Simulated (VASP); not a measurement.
The system is Sb.

```xyz
2
Lattice="3.3545 0.0000 0.0000 -1.6773 2.9051 0.0000 0.0000 0.0000 5.4702" Properties=species:S:1:pos:R:3 pbc="T T T"
Sb    1.6773    0.9684    4.1026
Sb    0.0000    1.9367    1.3675
```

This isn't the form of Sb at room conditions, which is rhombohedral.

| Item | Value |
| --- | --- |
| Program | VASP 6.6.1 |
| Task | single point |
| Functional | PBE |
| Potentials or basis | VASP PAW PBE potentials, release 64 (Sb) |
| Cutoff | 520 eV |
| k mesh | 9 × 9 × 5 |
| Occupations | fermi-dirac, width 0.05 eV |
| Spin | no spin polarisation |

On this cell: pressure 1.3 GPa; largest force under 0.003 eV/Å; band gap on the k mesh none (metal or under the smearing width).

The same run follows on a disturbed copy (atoms moved at random, drawn with an rms of 0.05 Å):

```
Sb
1.0
     3.35453    0.00000    0.00000
    -1.67727    2.90511    0.00000
     0.00000    0.00000    5.47016
Sb
2
Direct
  0.67819 0.33447 0.75155
  0.32096 0.66257 0.25561
```

**Question.** What does the disturbed cell give?

**Answer.** The energy (extrapolated to zero smearing) moves by -1.2 meV/atom; pressure 1.4 GPa; largest force 0.037 eV/Å; band gap on the k mesh none (metal or under the smearing width).

Forces on the atoms (eV/Å):
```
Sb   0.025  0.006 -0.027
Sb  -0.025 -0.006  0.027
```

Stress tensor (GPa, compression positive):
```
1.51 0.19 0.02
0.19 1.46 0.01
0.02 0.01 1.17
```

The energy falls, though the first cell shows no forces: that form is unstable against this distortion, unless noise or another electronic state is at work.
